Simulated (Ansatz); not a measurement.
Relaxed LaAlO₃ (cubic perovskite):

```
LaAlO3
1.0
    3.81241     0.00000     0.00000
    0.00000     3.81241     0.00000
    0.00000     0.00000     3.81241
La Al O
1 1 3
Cartesian
  1.90620   1.90620   1.90620
  0.00000   0.00000   0.00000
  0.00000   1.90620   0.00000
  1.90620   0.00000   0.00000
  0.00000   0.00000   1.90620
```

In this cell atom 3 (O, nearest neighbour Al at 1.906 Å; its periodic images, 3.8 Å or more away, move with it) is moved by s along Cartesian z, unit vector (0.000, 0.000, 1.000); all other atoms and the cell stay fixed.

Calculation: PBE (plane waves to 420 eV, PAW, scalar-relativistic; Ansatz, a first-principles code). k mesh 7×7×7 (Γ-centred), Fermi-Dirac smearing 0.05 eV. E stands for the smeared free energy. LaAlO3 is run without spin polarisation. LaAlO3 was relaxed with its symmetry unable to fall. This is a high-temperature form of LaAlO3. ΔE is measured from the undisplaced structure.

```json
[
 {"s (Å)": "-0.380", "ΔE (meV/cell)": "409"},
 {"s (Å)": "-0.304", "ΔE (meV/cell)": "255"},
 {"s (Å)": "-0.228", "ΔE (meV/cell)": "140"},
 {"s (Å)": "-0.152", "ΔE (meV/cell)": "61"},
 {"s (Å)": "-0.076", "ΔE (meV/cell)": "15"},
 {"s (Å)": "0.000", "ΔE (meV/cell)": "0"},
 {"s (Å)": "0.076", "ΔE (meV/cell)": "15"},
 {"s (Å)": "0.152", "ΔE (meV/cell)": "61"},
 {"s (Å)": "0.228", "ΔE (meV/cell)": "140"},
 {"s (Å)": "0.304", "ΔE (meV/cell)": "255"},
 {"s (Å)": "0.380", "ΔE (meV/cell)": "409"}
]
```

Problem. What force constant k = d²E/ds² at s = 0 does the table give?

Solution. 5.2 eV/Å². It is the second difference of the nearest points, corrected with the next pair.

Problem. With k = 5.24 eV/Å² from the forces, is the well harmonic out to s = 0.380 Å?

Solution. ½ks² = 378 meV/cell against the computed 409 meV/cell, so the well is stiffer than harmonic there.

(For displaced atoms, the force is minus the slope of the energy, and its curvature is a force constant, which sets phonon frequencies.)
